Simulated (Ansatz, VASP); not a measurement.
## One calculation of W, two programs

```
CELL_PARAMETERS angstrom
0.00000 2.03000 2.03000
2.03000 0.00000 2.03000
2.03000 2.03000 0.00000
ATOMIC_POSITIONS crystal
W 0.00000 0.00000 0.00000
```

This isn't the form of W at room conditions, which is bcc.

Alike in both runs: task single point; functional LDA; k mesh 4 × 4 × 4; occupations fermi-dirac, width 0.15 eV; no spin polarisation.

```csv
,VASP,Ansatz
version,VASP 6.6.1,Ansatz 0.2.0
potentials or method,"VASP PAW LDA potentials, release 64 (W_sv)","plane waves, PAW"
plane-wave cutoff (eV),520,450
valence electrons in the cell,14,14
```

VASP gave:

* pressure (GPa): -16.4

**Question.** What did Ansatz give for the same quantities?

**Answer.** Pressure (GPa): -17.9.

Caveats: the k mesh is coarse (spacing up to 0.67 Å⁻¹), so the values aren't converged; so large a pressure means that the cell lies far from this level's equilibrium, or that cutoff or potentials fall short (VASP). Spin-orbit coupling is left out, which matters for the levels of W.
